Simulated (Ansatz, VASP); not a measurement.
## Two plane-wave programs on Ba

INCAR

```
SYSTEM = Ba
  ALGO = Normal
  EDIFF = 1E-7
  ENCUT = 520
  GGA = PE
  ISIF = 2
  ISMEAR = -1
  LASPH = .True.
  LCHARG = .False.
  LREAL = .False.
  LWAVE = .False.
  NBANDS = 11
  NELM = 100
  PREC = Accurate
  SIGMA = 0.05
```

The input KPOINTS:

```
k-points
0
Gamma
  7 7 7
  0 0 0
```

File POSCAR:

```
Ba
1.0
    4.3961766117      0.0000000000      0.0000000000
   -2.1980883059      3.8072006253      0.0000000000
    0.0000000000      0.0000000000      3.9901663801
Ba
1
Direct
    0.0000000000      0.0000000000      0.0000000000
```

Contents of input.yaml:

```yaml
crystal:
  lattice:
    - [4.3961766117, 0.0, 0.0]
    - [-2.1980883059, 3.8072006253, 0.0]
    - [0.0, 0.0, 3.9901663801]
  atoms:
    - { symbol: Ba, position: [0.0, 0.0, 0.0] }
hamiltonian:
  xc: pbe
  pseudopotentials: { kind: paw }
kpoints:
  mp_grid: { grid: [7, 7, 7] }
scf:
  occupations: { method: fermi_dirac, width: 0.05 }
output:
  forces: true
  stress: true
  eigenvalues: true
```

Change from the starting cell: volume scaled by 1.06.

Alike in both runs: task single point; functional PBE; k mesh 7 × 7 × 7; occupations fermi-dirac, width 0.05 eV; no spin polarisation.

```csv
,VASP,Ansatz
version,VASP 6.6.1,Ansatz 0.2.0
potentials or method,"VASP PAW PBE potentials, release 64 (Ba_sv)",Ansatz PAW
plane-wave cutoff (eV),520,420
valence electrons in the cell,10,10
```

```csv
,VASP,Ansatz,Ansatz less VASP
gap on the k mesh at the Fermi level (eV),none,none,-
pressure (GPa),-0.5,-0.5,-0.06
largest component of the traceless stress (GPa),0.41,0.39,-0.026
```

A gap of «none» marks a metal or a gap that the smearing closes.

Spin-orbit coupling is left out, which matters for the levels of Ba.
